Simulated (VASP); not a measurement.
Calculation: PBE GGA, VASP's PBE PAW potentials (set 64) (plane waves; VASP).

VASP input:

**INCAR**
```
IMIX = 4
BMIX = 0.0001
LASPH = .True.   # aspherical one-centre terms
EDIFF = 1E-6
AMIX = 1.0
LCHARG = .False.
SIGMA = 0.05   # width (eV)
LWAVE = .False.
GGA = PE
ISMEAR = 0   # Gaussian
SYSTEM = CaF2
PREC = Accurate
NELM = 100   # most electronic steps
ISIF = 2
ALGO = Normal
LREAL = .False.   # projection in real space or not
ENCUT = 520   # plane-wave cut-off (eV)
```

File POSCAR:
```
CaF2
1
    0.0000000000     2.7846000000     2.7846000000
    2.7846000000     0.0000000000     2.7846000000
    2.7846000000     2.7846000000     0.0000000000
Ca F
1 2
Direct
  0.0000000000   0.0000000000   0.0000000000
  0.2500000000   0.2500000000   0.2500000000
  0.7500000000   0.7500000000   0.7500000000
```

File KPOINTS:
```
Automatic mesh
0
gamma
  6 6 6
0 0 0
```

POTCAR, in this order: Ca_sv F (PBE.64 set). Program: vasp_std.

The resulting files:

**OSZICAR**
```
       N       E                     dE             d eps       ncg     rms          rms(c)
DAV:   1     0.217623008867E+03    0.21762E+03   -0.13762E+04   520   0.149E+03
DAV:   2    -0.934917813051E+01   -0.22697E+03   -0.22198E+03   664   0.383E+02
DAV:   3    -0.183160791354E+02   -0.89669E+01   -0.89622E+01   544   0.864E+01
DAV:   4    -0.186536541514E+02   -0.33758E+00   -0.33750E+00   928   0.131E+01
DAV:   5    -0.186557302647E+02   -0.20761E-02   -0.20761E-02   536   0.108E+00    0.806E+00
DAV:   6    -0.221124072670E+02   -0.34567E+01   -0.64219E+01   592   0.541E+01    0.167E+01
DAV:   7    -0.172686140324E+02    0.48438E+01   -0.38714E+01   608   0.462E+01    0.117E+00
DAV:   8    -0.173241638914E+02   -0.55550E-01   -0.87820E-01   568   0.817E+00    0.691E-01
DAV:   9    -0.173269918386E+02   -0.28279E-02   -0.24118E-02   656   0.152E+00    0.336E-01
DAV:  10    -0.173327285371E+02   -0.57367E-02   -0.50219E-03   792   0.627E-01    0.137E-01
DAV:  11    -0.173346409235E+02   -0.19124E-02   -0.10198E-03   848   0.229E-01    0.237E-02
DAV:  12    -0.173349046657E+02   -0.26374E-03   -0.25819E-04   960   0.973E-02    0.202E-02
DAV:  13    -0.173349203489E+02   -0.15683E-04   -0.77054E-06   704   0.309E-02    0.928E-03
DAV:  14    -0.173349285061E+02   -0.81572E-05   -0.12143E-05   864   0.217E-02    0.185E-03
DAV:  15    -0.173349279490E+02    0.55713E-06   -0.55724E-07   392   0.587E-03
   1 F= -.17334928E+02 E0= -.17334928E+02  d E =-.140155E-11
```

OUTCAR:
```
------------------------ aborting loop because EDIFF is reached ----------------------------------------
  FORCE on cell =-STRESS in cart. coord.  units (eV):
  Direction    XX          YY          ZZ          XY          YZ          ZX
  --------------------------------------------------------------------------------------
  Total       -0.5711723     -0.5711723     -0.5711723     -0.0000000      0.0000000     -0.0000000
  in kB      -21.1913826    -21.1913826    -21.1913826     -0.0000000      0.0000000     -0.0000000
  external PRESSURE =     -21.1913826 kB  Pullay stress =       0.0000000 kB
  volume of cell :       43.18
      direct lattice vectors                 reciprocal lattice vectors
     0.000000000  2.784600000  2.784600000    -0.179559003  0.179559003  0.179559003
     2.784600000  0.000000000  2.784600000     0.179559003 -0.179559003  0.179559003
     2.784600000  2.784600000  0.000000000     0.179559003  0.179559003 -0.179559003
 POSITION                                       TOTAL-FORCE (eV/Angst)
 -----------------------------------------------------------------------------------
      0.00000      0.00000      0.00000         0.000000     -0.000000      0.000000
      1.39230      1.39230      1.39230        -0.000000      0.000000     -0.000000
      4.17690      4.17690      4.17690         0.000000     -0.000000     -0.000000
 -----------------------------------------------------------------------------------
    total drift:                                0.000000     -0.000000      0.000000
  FREE ENERGIE OF THE ION-ELECTRON SYSTEM (eV)
  ---------------------------------------------------
  free  energy   TOTEN  =       -17.3349279490 eV

  energy  without entropy=      -17.3349279490  energy(sigma->0) =      -17.33492795
```
(Selected blocks of OUTCAR.)

The compound is CaF2 in the fluorite structure. The cell was not relaxed at this level. The run is one of a series of settings (AMIX = 1.0, BMIX = 0.0001, IMIX = 4 against the base run), some of them coarse on purpose.
